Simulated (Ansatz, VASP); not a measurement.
# Be in VASP and in Ansatz

```
Be
1.0
    -1.29901    1.29901    1.29901
     1.29901   -1.29901    1.29901
     1.29901    1.29901   -1.29901
Be
1
Direct
  0.00000 0.00000 0.00000
```

Alike in both runs: task single point; functional r2SCAN; k mesh 20 × 20 × 20; occupations fermi-dirac, width 0.1 eV; no spin polarisation.

```csv
,VASP,Ansatz
version,VASP 6.6.1,Ansatz 0.2.0
potentials or method,"VASP PAW PBE potentials, release 64 (Be)","plane waves (500 eV) with PAW, scalar-relativistic"
plane-wave cutoff (eV),520,500
valence electrons in the cell,2,2
```

|  | VASP | Ansatz | Ansatz less VASP |
| --- | --- | --- | --- |
| pressure (GPa) | -11.5 | -11.6 | -0.06 |

The functional is the same, so the differences come from potentials, cutoffs and numerics.

Caveats: the PAW data sets were made with another functional, which shifts forces and pressure a little (VASP).
